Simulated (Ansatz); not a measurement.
**Ag under changes of volume**

One of the cells (17.806 Å³/atom); the others are scaled copies at fixed shape and fractional positions:

```
Ag
1.0
     2.93000    0.00000    0.00000
    -1.46500    2.53745    0.00000
     0.00000    0.00000    4.79000
Ag
2
Cartesian
  1.4650 0.8458 3.5925
  0.0000 1.6916 1.1975
```

This isn't the form of Ag at room conditions, which is fcc.

```yaml
Program: Ansatz 0.2.0
Functional: LDA
Potentials_or_basis: Ansatz PAW
Cutoff: "420 eV (not typed: the program's choice for these potentials)"
k_mesh: 10 × 10 × 6
Occupations: fermi-dirac, width 0.05 eV
Spin: no spin polarisation
```

```csv
volume (Å³/atom),energy over the lowest point (meV/atom),pressure (GPa)
16.738,0.00,-4.9
17.094,13.32,-7.1
17.450,?,?
17.806,52.58,-10.5
18.162,77.37,-11.8
18.518,104.95,-13.0
18.875,134.91,-14.0
```

Q: What does the run at 17.450 Å³/atom give?

A: Energy over the lowest point 31.05 meV/atom; pressure -8.9 GPa.

Worked out: A Birch-Murnaghan fit of order 3 (a polynomial in V^(-2/3)) to the other rows has no minimum within the range. It gives 31.05 meV/atom at 17.450 Å³/atom, against the run's 31.05, and -dE/dV = -8.9 GPa, against -8.9.

Energies are extrapolated to zero smearing.

Caveats: the PAW data sets come from PBE, with cores solved anew for the run's functional, which leaves a small shift of forces and pressure.
